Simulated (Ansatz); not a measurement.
**BaZrO3 (perovskite structure)**

The computed numbers are results of r²SCAN, scalar-relativistic (no spin polarisation) in the plane-wave PAW code Ansatz at 500 eV, Γ-centred 6×6×6 mesh, 0.05 eV Gaussian smearing. The datasets are Ansatz's generated set soft_2.

```
CELL_PARAMETERS angstrom
4.20505 0.00000 0.00000
0.00000 4.20505 0.00000
0.00000 0.00000 4.20505
ATOMIC_POSITIONS crystal
Ba 0.00000 0.00000 0.00000
Zr 0.50000 0.50000 0.50000
O 0.00000 0.50000 0.50000
O 0.50000 0.50000 0.00000
O 0.50000 0.00000 0.50000
```

The start was a prototype's sites filled with these elements; the Crystallography Open Database holds the compound in this structure. The ideal cubic cell shuts out tilts of the octahedra, which such structures often take.

The run above is the reference. The same cell was run again with other input settings; several of them aren't fit for production, so the rows show the settings' effect and aren't properties of the material.

```tsv
keys changed	outcome	ΔE (meV/atom)	P (GPa)	gap on the mesh (eV)	cell moment (μB)	largest force component (eV/Å)	SCF iterations	rough core-seconds	new warnings
none (reference)	converged	0.0	0.0	3.73	–	0.000	–	–	–
hamiltonian.xc: "r2scan" → "pbe"	converged	–	2.4	3.22	–	0.000	6	1.5	–
scf.occupations.width: 0.05 → null; scf.occupations.method: "gaussian" → "tetrahedron_uncorrected"; basis.ecutwfc: 500 → "44.1 Ry"; basis.ecutrho_ratio: 4 → 8	converged	-2.3	0.0	3.73	–	0.000	7	7	band table not solved further
basis.ecutwfc: 500 → "450 eV"	converged	1.0	0.0	3.73	–	0.000	7	4	cutoff below recommended
scf.n_extra_bands: 1; scf.mixing.algorithm: "anderson"; scf.mixing.beta: 0.5; scf.mixing.ndim: 2	converged	0.0	0.0	3.73	–	0.000	9	3	–
crystal.symmetry: {"detect": false}	converged	0.0	0.0	3.73	–	0.000	7	19	–
```

These changes also left energy (to 0.1 meV/atom), pressure, gap, moment and forces as in the reference: scf.occupations.method: "gaussian" → "fermi_dirac"; scf.occupations.width: 0.05 → 0.15 | crystal.symmetry: {"detect": false}.

ΔE is the energy with the smearing extrapolated to zero. It is left out where the change alters the Hamiltonian or the spin treatment. The varied runs start from atomic densities (corrected by the program's trained start where that serves), with the default search for lower states unless a row changes it.

(1) What happens with these changes: kpoints.mp_grid.grid: [6, 6, 6] → [4, 4, 4]?

(2) What happens with these changes: kpoints.mp_grid.grid: [6, 6, 6] → [5, 5, 5]?

Answers:

(1) outcome converged, ΔE (meV/atom) 1.8, P (GPa) 0.0, gap on the mesh (eV) 3.73, largest force component (eV/Å) 0.000, SCF iterations 7, rough core-seconds 2.5.

(2) outcome converged, ΔE (meV/atom) 0.2, P (GPa) 0.0, gap on the mesh (eV) 3.84, largest force component (eV/Å) 0.000, SCF iterations 7, rough core-seconds 2.4.

Of the reference: Semilocal functionals underestimate band gaps, commonly by a third or more. Scalar-relativistic only: spin–orbit splittings of the heavy atoms' levels are missing.
